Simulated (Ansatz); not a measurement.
Runs of Ansatz 0.2.0 on CuO (Tenorite). Symmetry: Cc, No. 9, monoclinic system. The conventional cell has a = 4.689 Å, b = 3.427 Å, c = 5.132 Å, α = 90.00°, β = 99.65°, γ = 90.00°. Cu (site symmetry 1) is surrounded by 4 O at 1.91 to 2.02 Å. Around O (site symmetry 1) lie 4 Cu at 1.91 to 2.02 Å. 

```csv
task,level,potentials or basis,U,cell,k mesh,cutoff (eV),smearing,basis error allowed,mesh quality,gap on the mesh (eV),pressure (GPa),V0 of scaled cells (Å³/atom),B0 (GPa),largest force (eV/Å)
density of states,PBEsol+U,"all-electron LAPW, scalar-relativistic",Cu d U = 6 eV,as given,10 × 10 × 5,426,fermi-dirac 0.05 eV,0.002 eV/atom,not flagged,none,0.4,-,-,0.81
equation of state,PBEsol,"all-electron LAPW, scalar-relativistic",-,as given,10 × 10 × 5,-,fermi-dirac 0.05 eV,0.002 eV/atom,not flagged,-,-,(a),(b),-
density of states,PBEsol+U,"all-electron LAPW, scalar-relativistic",Cu d U = 8 eV,as given,10 × 10 × 5,426,fermi-dirac 0.05 eV,0.002 eV/atom,not flagged,none,1.8,-,-,0.83
equation of state,LDA,"all-electron LAPW, scalar-relativistic",-,as given,10 × 10 × 5,-,fermi-dirac 0.05 eV,0.002 eV/atom,not flagged,-,-,9.65,207,-
single point,PBEsol,"all-electron LAPW, scalar-relativistic",-,as given,6 × 6 × 3,426,fermi-dirac 0.03 eV,0.002 eV/atom,coarse,none,-2.7,-,-,0.72
band structure,PBEsol,all-electron PAW datasets made for the crystal,-,as given,10 × 10 × 5,520,fermi-dirac 0.05 eV,-,not flagged,-,-2.7,-,-,0.76
phonons,PBEsol,"all-electron LAPW, scalar-relativistic",-,as given,10 × 10 × 5,455,fermi-dirac 0.05 eV,0.002 eV/atom,not flagged,none,-,-,-,0.76
relaxation of cell and atoms,PBEsol,"all-electron LAPW, scalar-relativistic",-,relaxed,8 × 8 × 4,-,fermi-dirac 0.05 eV,0.002 eV/atom,coarse,-,0.0,-,-,-
band structure,LDA,"all-electron LAPW, scalar-relativistic",-,as given,10 × 10 × 5,426,fermi-dirac 0.05 eV,0.002 eV/atom,not flagged,-,-9.4,-,-,0.79
single point,PBEsol,"all-electron LAPW, scalar-relativistic",-,as given,10 × 10 × 5,461,fermi-dirac 0.05 eV,0.001 eV/atom,not flagged,none,-2.7,-,-,0.76
band structure,PBEsol,"all-electron LAPW, scalar-relativistic",-,as given,10 × 10 × 5,426,fermi-dirac 0.05 eV,0.002 eV/atom,not flagged,-,-2.7,-,-,0.76
density of states,PBEsol+U,"all-electron LAPW, scalar-relativistic",Cu d U = 2 eV,as given,10 × 10 × 5,426,fermi-dirac 0.05 eV,0.002 eV/atom,not flagged,none,-1.9,-,-,0.76
```

Alike in all rows: no spin polarisation.

Q: Estimate the missing entries.

A: (a) 10.01; (b) 185.

Caveats: some runs use coarse meshes; the run has no spin polarisation, though such a crystal can be magnetic; semilocal functionals often make such compounds metallic where correlation or magnetic order opens a gap, which also shifts bond lengths (some runs); U is the effective U less J, on atomic orbitals that reach past the spheres (some runs); U without spin polarisation on a metal has little footing (some runs); the cell was scaled at fixed shape and fractional positions, which overstates the stiffness of a crystal with free parameters, most of all of layers and chains (some runs); the k mesh is thin for a metal, which can move the energy by tens of meV per atom (some runs); a metal's response needs a denser mesh (some runs).

A k mesh can miss the band edges.

A gap of «none» marks a metal or a gap under the smearing width.

Not every run made on this cell is shown here.
